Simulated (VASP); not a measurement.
## LiF (Griceite): equation of state with PBE

Crystal: LiF (Griceite).

```
F Li
1.0
     0.00000    2.01400    2.01400
     2.01400    0.00000    2.01400
     2.01400    2.01400    0.00000
F Li
1 1
Direct
  0.50000 0.50000 0.50000
  0.00000 0.00000 0.00000
```

```yaml
Program: VASP 6.6.1
Task: equation of state
Functional: PBE
Potentials_or_basis: VASP PAW PBE potentials, release 64 (F, Li_sv)
Cutoff: 520 eV
k_mesh: 11 × 11 × 11
Occupations: fermi-dirac, width 0.05 eV
Spin: no spin polarisation
Further_INCAR_settings: ALGO = Normal; EDIFF = 1e-07; NBANDS = 12
```

The equilibrium volume is 8.42 Å³/atom, the bulk modulus is 67 GPa and the pressure derivative of the bulk modulus is 4.4.

Energy against volume, from the lowest point:
```csv
volume (Å³/atom),energy (meV/atom)
7.679,15.97
7.842,9.26
8.006,4.52
8.169,1.50
8.333,0.02
8.496,0.00
8.659,1.22
```

All runs of the series together: 60 s on 1 thread of Intel(R) Xeon(R) Platinum 8488C (Sapphire Rapids), on a shared host.

Caveat: the cutoff is under 1.25 times the usual one of these potentials, so pressure, stress and relaxed cells hold a basis-set (Pulay) error. PBE usually gives volumes a little too large and moduli too small.
